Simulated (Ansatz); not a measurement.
# Ta (Im-3m) in Ansatz: further runs

The runs below take Ta through single point, equation of state, with PBE.

Everything below comes from runs of Ansatz 0.2.0. Logs are shortened: lines on timing, memory, paths and dates and some standing lists are left out, and cuts for length are marked.

**What was measured.**

From “Pressure effects on the electronic structure and superconductivity of (TaNb)0.67(HfZrTi)0.33 high entropy alloy”, 2019, arxiv:1910.08312, for a bulk crystal of Ta: bulk modulus 194 GPa.

The runs below are set against these values where they give the same quantity.

## (1) The structure

It takes space group Im-3m (No. 229, cubic). The conventional cell has a = 3.303 Å, b = 3.303 Å, c = 3.303 Å, α = 90.00°, β = 90.00°, γ = 90.00°. Ta (site symmetry m-3m) is surrounded by 8 Ta at 2.86 Å.

## (2) Single point, PBE, 16.93 Å³/atom (volume scaled by 0.94)

input.yaml reads:

```yaml
crystal:
  lattice:
    - [-1.6175709496, 1.6175709496, 1.6175709496]
    - [1.6175709496, -1.6175709496, 1.6175709496]
    - [1.6175709496, 1.6175709496, -1.6175709496]
  atoms:
    - { symbol: Ta, position: [0.0, 0.0, 0.0] }
hamiltonian:
  xc: pbe
  pseudopotentials: { kind: paw }
kpoints:
  mp_grid: { grid: [11, 11, 11] }
scf:
  occupations: { method: fermi_dirac, width: 0.05 }
output:
  forces: true
  stress: true
  eigenvalues: true
```

Potentials or basis: Ansatz PAW.

The run is started by

```sh
> ansatz run input.yaml --threads 2 --pin off --max-ram 5632MiB --backend cpu --events-out ev --progress --plain --runs-dir out
```

Log:

```text
Warning: RAYON_NUM_THREADS=2 ignored (pool sized by the plan → 2); use --threads N
Engine: ansatz 0.2.0, aarch64-unknown-linux-gnu
Pseudopotentials: kind: paw
Pseudopotential: Ta, paw, valence charge 13, recommended cutoff 420 eV (normal), Ta.paw.azcp
Functional definition: PBE
  parameter kappa = 0.804
  parameter beta = 0.06672455060314922
  exchange = pbe_x(kappa = kappa, mu = beta*pi^2/3)
  correlation = pbe_c(beta = beta)
Crystal: 1 atoms, lattice volume = 16.930 Å³
Basis set: ecut = 420 eV, 321 PW (Γ), exchange–correlation on 40×40×40 points (8 copies of the dense FFT grid, shifted against one another)
Bands: 11, of which v1, the nominal top of the filled ones, is band 7 counted from 1 (6 counted from 0)
Symmetry: 48 space group operations
Space group: Im-3m (ITA 229), of the structure as read, at distance tolerance 2.6e-5 Å
k-points: 56 of 1331
Non-local potential: Ta, projectors of the file, l = 0: 3, l = 1: 2, l = 2: 2, l = 3: 1
PAW form: soft (Blöchl's): semilocal exchange-correlation on the pseudo side does not see the compensation charge
PAW one-centre angular grid: Ta, 590 points (default); XC on 64 Gauss nodes
Initial density: superposition of atomic densities (neutral atoms: chi_scale 0, normalization atom), corrected by the library's trained network
Initial wavefunctions: pseudopotential atomic-orbital guess
Functional: x = pbe(κ = 0.804, μ = 0.2195149727645171), c = pbe(β = 0.06672455060314922)
SCF iter   1: F=—  HF=-9932.192893 eV  |F-HF|=—  |Δ(HF+E_count)|=         —  Δρ=2.30e-3  dr2=3.04e-4  ethr=1.77e-3  ⟨swp⟩=5.9  Hψ=3555  notcnv=0
preconditioner: auto → none  [insulator: Δε(μ)=0.151 eV  Ē_g=8.848 eV  σ=0.050 eV  W_gap=0.64  n_scr=0 (ndim 8)  ℏωp=20.2 eV  f_vac=0.000  D(μ)=0.61/eV (n_scr^D=0)  ε∞_Penn≈6.2]
SCF iter   2: F=—  HF=-9932.192795 eV  |F-HF|=—  |Δ(HF+E_count)|=   9.83e-5  Δρ=1.03e-3  dr2=4.98e-5  ethr=2.34e-6  ⟨swp⟩=2.5  Hψ=1379  notcnv=0
SCF iter   3: F=—  HF=-9932.192849 eV  |F-HF|=—  |Δ(HF+E_count)|=   5.45e-5  Δρ=1.90e-4  dr2=1.60e-6  ethr=3.83e-7  ⟨swp⟩=2.1  Hψ=724  notcnv=0
iter 4 did not close the SCF: its close was put off for the readings that it lacked (scf_convergence_deferred on its scf_iter line)
SCF iter   4: F=-9932.192851 eV  HF=-9932.192851 eV  |F-HF|=1.80e-8  |Δ(HF+E_count)|=   1.65e-6  Δρ=1.31e-5  dr2=2.20e-8  ethr=1.23e-8  ⟨swp⟩=2.4  Hψ=959  notcnv=0
iter 5 did not close the SCF: its close was put off for the readings that it lacked (scf_convergence_deferred on its scf_iter line)
SCF iter   5: F=-9932.192851 eV  HF=-9932.192851 eV  |F-HF|=1.40e-10  |Δ(HF+E_count)|=   1.05e-8  Δρ=3.46e-6  dr2=2.99e-10  ethr=1.69e-10  ⟨swp⟩=2.1  Hψ=892  notcnv=0
SCF iter   6: F=-9932.192851 eV  HF=-9932.192851 eV  |F-HF|=0.00e0  |Δ(HF+E_count)|=  1.98e-10  Δρ=2.62e-7  dr2=4.59e-12  ethr=2.30e-12  ⟨swp⟩=1.4  Hψ=1949  notcnv=0
SCF 1 converged in 6 iterations: F = -9932.192851 eV  dr2 = 4.59e-12
SCF converged after 6 iterations
Free energy (F): -9932.192851 eV
Harris-Foulkes:  -9932.192851 eV  (|F-HF|=0.00e0)
Internal energy: -9932.186775 eV  (E = F + TS)
E sigma→0 (E₀):  -9932.189813 eV
Entropy (-TS):   -0.006075 eV (-6.075 meV/atom)
Fermi energy:    19.987499 eV
--- Per-component energies (eV) ---
  E_band       = -85.244682
  E_kinetic    = 368.604596
  E_local      = -511.772196  (includes V_loc(G=0)·N_el)
  E_nonlocal   = 15.685143
  E_hartree    = 180.558182
  E_xc         = -219.387425
  E_vxc        = -205.290209  (∫ρ·V_xc dr)
  E_paw        = -8397.122206  (= ΣΔE_a)
  E_vpaw       = -113.588570  (= ΣTr[D̂ρ^β])
  E_aug_tail   = 0.000150  (compensation charges beyond the density's cutoff)
  E_ewald      = -1368.753019
  E_smearing   = -0.006075  (= −TS)
  E_closure    = -0.000000  (closes the sum)
  Σ components = -9932.192851   (vs F -9932.192851, Δ=0.00e0)
--- Forces (eV/Å), atoms counted from 1 ---
  atom   1  Ta     0.00000000     0.00000000     0.00000000
  max |Σ_I F_I| component: 1.29e-31 eV/Å
--- Stress (GPa, compression-positive) ---
       17.185478      -0.000000       0.000000
       -0.000000      17.185478       0.000000
       -0.000000       0.000000      17.185478
  P = ⅓ Tr σ = 17.1855 GPa (171.855 kbar)
--- Band table (eV; the first three rows and the last of 56) ---
  k-point 0: bands = ["-46.9337", "-12.7912", "-12.7912", "-12.7912", "11.8615", "20.7170", "20.7170", "20.7170", "24.2150", "24.2150", "34.8598"]
  k-point 1: bands = ["-46.9218", "-12.9162", "-12.8292", "-12.7921", "12.2539", "20.4612", "20.6298", "21.1091", "23.8267", "24.2155", "35.2097"]
  k-point 2: bands = ["-46.8896", "-13.2411", "-12.9296", "-12.7945", "13.3033", "19.8451", "20.2223", "22.2511", "23.4544", "24.2734", "35.7556"]
  k-point 55: bands = ["-46.6741", "-13.7857", "-13.7631", "-13.7631", "15.9028", "15.9586", "26.2416", "26.2416", "27.1303", "28.5721", "30.4932"]
```

It took 0.38 s on 2 threads of Arm Neoverse V2, shared host; peak memory 0.25 GiB.

Results:

```
Free energy            : -9932.1929 eV
Pressure               : 17.2 GPa
Band gap on the k mesh : none (metal or under the smearing width)
```

## (3) Single point, PBE, 17.29 Å³/atom (volume scaled by 0.96)

Edit input.yaml of step 2 so:

```diff
@@ -2,5 +2,5 @@
   lattice:
-    - [-1.6175709496, 1.6175709496, 1.6175709496]
-    - [1.6175709496, -1.6175709496, 1.6175709496]
-    - [1.6175709496, 1.6175709496, -1.6175709496]
+    - [-1.6289626696, 1.6289626696, 1.6289626696]
+    - [1.6289626696, -1.6289626696, 1.6289626696]
+    - [1.6289626696, 1.6289626696, -1.6289626696]
   atoms:
```

Potentials or basis: Ansatz PAW.

The run is started by

```sh
> ansatz run input.yaml --threads 2 --pin off --max-ram 5632MiB --backend cpu --events-out ev --progress --plain --runs-dir out
```

Run time: 0.39 s. Hardware: 2 threads of Arm Neoverse V2, shared host; peak memory 0.26 GiB.

It converged, with:

- Free energy: -9932.2253 eV
- Pressure: 11.8 GPa
- Band gap on the k mesh: none (metal or under the smearing width)

## (4) Single point, PBE, 17.65 Å³/atom (volume scaled by 0.98)

Edit input.yaml of step 3 so:

```diff
@@ -2,5 +2,5 @@
   lattice:
-    - [-1.6289626696, 1.6289626696, 1.6289626696]
-    - [1.6289626696, -1.6289626696, 1.6289626696]
-    - [1.6289626696, 1.6289626696, -1.6289626696]
+    - [-1.64019725, 1.64019725, 1.64019725]
+    - [1.64019725, -1.64019725, 1.64019725]
+    - [1.64019725, 1.64019725, -1.64019725]
   atoms:
```

The run is started by

```sh
> ansatz run input.yaml --threads 2 --pin off --max-ram 5632MiB --backend cpu --events-out ev --progress --plain --runs-dir out
```

Run time: 0.39 s. Hardware: 2 threads of Arm Neoverse V2, shared host; peak memory 0.26 GiB.

It converged, with:

```
Free energy            : -9932.2462 eV
Pressure               : 6.9 GPa
Band gap on the k mesh : none (metal or under the smearing width)
```

## (5) Single point, PBE, 18.01 Å³/atom

Edit input.yaml of step 4 so:

```diff
@@ -2,5 +2,5 @@
   lattice:
-    - [-1.64019725, 1.64019725, 1.64019725]
-    - [1.64019725, -1.64019725, 1.64019725]
-    - [1.64019725, 1.64019725, -1.64019725]
+    - [-1.65128, 1.65128, 1.65128]
+    - [1.65128, -1.65128, 1.65128]
+    - [1.65128, 1.65128, -1.65128]
   atoms:
```

The run is started by

```sh
> ansatz run input.yaml --threads 2 --pin off --max-ram 5632MiB --backend cpu --events-out ev --progress --plain --runs-dir out
```

Run time: 0.39 s. Hardware: 2 threads of Arm Neoverse V2, shared host; peak memory 0.26 GiB.

It converged, with:

```yaml
Free_energy: -9932.2568 eV
Pressure: 2.6 GPa
Band_gap_on_the_k_mesh: none (metal or under the smearing width)
```

## (6) Single point, PBE, 18.37 Å³/atom (volume scaled by 1.02)

input.yaml reads:

```yaml
crystal:
  lattice:
    - [-1.6622159478, 1.6622159478, 1.6622159478]
    - [1.6622159478, -1.6622159478, 1.6622159478]
    - [1.6622159478, 1.6622159478, -1.6622159478]
  atoms:
    - { symbol: Ta, position: [0.0, 0.0, 0.0] }
hamiltonian:
  xc: pbe
  pseudopotentials: { kind: paw }
kpoints:
  mp_grid: { grid: [11, 11, 11] }
scf:
  occupations: { method: fermi_dirac, width: 0.05 }
output:
  forces: true
  stress: true
  eigenvalues: true
  write_density: true
  write_potential: true
  elf: true
  volumetric_format: npy
```

Potentials or basis: Ansatz PAW.

The run is started by

```sh
> ansatz run input.yaml --threads 2 --pin off --max-ram 5632MiB --backend cpu --events-out ev --progress --plain --runs-dir out
```

It took 0.5 s on 2 threads of Arm Neoverse V2, shared host; peak memory 0.26 GiB.

The run converged. Its results:

- Free energy: -9932.2582 eV
- Pressure: -1.3 GPa
- Band gap on the k mesh: none (metal or under the smearing width)

## (7) Single point, PBE, 18.73 Å³/atom (volume scaled by 1.04)

input.yaml reads:

```yaml
crystal:
  lattice:
    - [-1.6730098603, 1.6730098603, 1.6730098603]
    - [1.6730098603, -1.6730098603, 1.6730098603]
    - [1.6730098603, 1.6730098603, -1.6730098603]
  atoms:
    - { symbol: Ta, position: [0.0, 0.0, 0.0] }
hamiltonian:
  xc: pbe
  pseudopotentials: { kind: paw }
kpoints:
  mp_grid: { grid: [11, 11, 11] }
scf:
  occupations: { method: fermi_dirac, width: 0.05 }
output:
  forces: true
  stress: true
  eigenvalues: true
```

The run is started by

```sh
> ansatz run input.yaml --threads 2 --pin off --max-ram 5632MiB --backend cpu --events-out ev --progress --plain --runs-dir out
```

It took 0.39 s on 2 threads of Arm Neoverse V2, shared host; peak memory 0.26 GiB.

It converged, with:

```yaml
Free_energy: -9932.2512 eV
Pressure: -4.8 GPa
Band_gap_on_the_k_mesh: none (metal or under the smearing width)
```

## (8) Single point, PBE, 19.09 Å³/atom (volume scaled by 1.06)

Edit input.yaml of step 7 so:

```diff
@@ -2,5 +2,5 @@
   lattice:
-    - [-1.6730098603, 1.6730098603, 1.6730098603]
-    - [1.6730098603, -1.6730098603, 1.6730098603]
-    - [1.6730098603, 1.6730098603, -1.6730098603]
+    - [-1.6836662614, 1.6836662614, 1.6836662614]
+    - [1.6836662614, -1.6836662614, 1.6836662614]
+    - [1.6836662614, 1.6836662614, -1.6836662614]
   atoms:
```

The run is started by

```sh
> ansatz run input.yaml --threads 2 --pin off --max-ram 5632MiB --backend cpu --events-out ev --progress --plain --runs-dir out
```

Run time: 0.39 s. Hardware: 2 threads of Arm Neoverse V2, shared host; peak memory 0.26 GiB.

The run converged. Its results:

| Item | Value |
| --- | --- |
| Free energy | -9932.2367 eV |
| Pressure | -8.0 GPa |
| Band gap on the k mesh | none (metal or under the smearing width) |

## (9) Equation of state, PBE

Potentials or basis: Ansatz PAW.

This step only gathers the single runs of the series.

Results:

* Equilibrium volume: 18.24 Å³/atom
* Bulk modulus: 195 GPa
* Pressure derivative of the bulk modulus: 4.3

Energy against volume, from the lowest point:
```csv
volume (Å³/atom),energy (meV/atom)
16.930,65.36
17.290,32.91
17.650,11.99
18.010,1.38
18.371,0.00
18.731,6.98
19.091,21.50
```

## (10) Against experiment

Step 9. A measured bulk modulus of Ta is 194 GPa (quoted in “Pressure effects on the electronic structure and superconductivity of (TaNb)0.67(HfZrTi)0.33 high entropy alloy”, 2019, arxiv:1910.08312); the calculated 195 GPa misses it by +0.4 %. The fit is for a static lattice scaled at fixed shape and fixed fractional positions.
